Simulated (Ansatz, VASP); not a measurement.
## Two plane-wave programs on InP

```xyz
2
Lattice="0.0000 2.8550 2.8550 2.8550 0.0000 2.8550 2.8550 2.8550 0.0000" Properties=species:S:1:pos:R:3 pbc="T T T"
In    0.0000    0.0000   -0.0750
P     2.8550    2.8550    2.8550
```

Change from the starting cell: all In atoms moved +0.075 Å, as atom 1 towards its neighbour atom 2 (P) at 2.855 Å.

Alike in both runs: task single point; functional PBE; k mesh 14 × 14 × 14; occupations gaussian, width 0.15 eV; no spin polarisation.

|  | VASP | Ansatz |
| --- | --- | --- |
| version | VASP 6.6.1 | Ansatz 0.2.0 |
| potentials or method | VASP PAW PBE potentials, release 64 (In_d, P) | scalar-relativistic, plane waves, PAW |
| plane-wave cutoff (eV) | 520 | 420 |
| valence electrons in the cell | 18 | 18 |

```tsv
	VASP	Ansatz	Ansatz less VASP
gap on the k mesh at the Fermi level (eV)	none	none	-
pressure (GPa)	-5.2	-5.2	+0.04
largest component of the traceless stress (GPa)	0.31	0.32	+0.003
rms of the force components (eV/Å)	0.039	0.039	-0.0003
```

Atom by atom the forces differ by 0.000 eV/Å (rms over components). A gap of «none» marks a metal or a gap that the smearing closes. The functional is the same, so the differences come from potentials, cutoffs and numerics.
